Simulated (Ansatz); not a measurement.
Runs of Ansatz 0.2.0 on EuS. The structure is cubic, space group Fm-3m (No. 225). The conventional cell has a = 5.957 Å, b = 5.957 Å, c = 5.957 Å, α = 90.00°, β = 90.00°, γ = 90.00°. Eu (site symmetry m-3m) has 6 S at 2.98 Å as nearest neighbours. Around S (site symmetry m-3m) lie 6 Eu at 2.98 Å. 

```csv
task,level,spin,cell,k mesh,points for each segment of the path,mesh quality,gap on the mesh (eV),pressure (GPa),moment (μB),relaxed volume (Å³/atom)
relaxation of cell and atoms,RPBE,"collinear, ferromagnetic start",relaxed,8 × 8 × 8,-,not flagged,none,0.0,6.99,26.27
band structure,revPBE,"collinear, ferromagnetic start",as given,8 × 8 × 8,14,not flagged,none,-0.8,6.99,-
single point,PBE0,"non-collinear, ferromagnetic start, SOC",as given,4 × 4 × 4,-,coarse,(a),(c),-,-
band structure,BLYP,"collinear, ferromagnetic start",as given,8 × 8 × 8,14,not flagged,none,(b),6.98,-
relaxation of cell and atoms,HSE03,"collinear, ferromagnetic start",relaxed,4 × 4 × 4,-,coarse,0.55,0.0,7.00,26.70
```

Alike in all rows: potentials or basis Ansatz PAW; cutoff (eV) 420; smearing fermi-dirac 0.05 eV.

Q: Estimate the missing entries.

A: (a) 1.15; (b) 0.7; (c) 0.4.

Caveats: some runs use coarse meshes; the PAW data sets come from PBE, with cores solved anew for the run's functional, which leaves a small shift of forces and pressure; spin-orbit coupling is left out, which moves the levels of the heavy elements (some runs); a cell with one magnetic atom can't hold antiferromagnetic order, which such compounds often take (some runs); without U or exact exchange the open f shell lies at the Fermi level, which spoils levels, moments and volumes (some runs); the plane-wave basis is chosen anew once the cell has moved, so the energies of steps on either side of that aren't comparable (some runs); the magnetic or orbital state may not be the lowest (some runs); moments are unreliable in this version under spin-orbit coupling with a hybrid or U, so they aren't listed (some runs).

A k mesh can miss the band edges, and rows without SOC leave out spin-orbit coupling on Eu.

A gap of «none» marks a metal or a gap under the smearing width.

Runs at the PBE level aren't shown here.
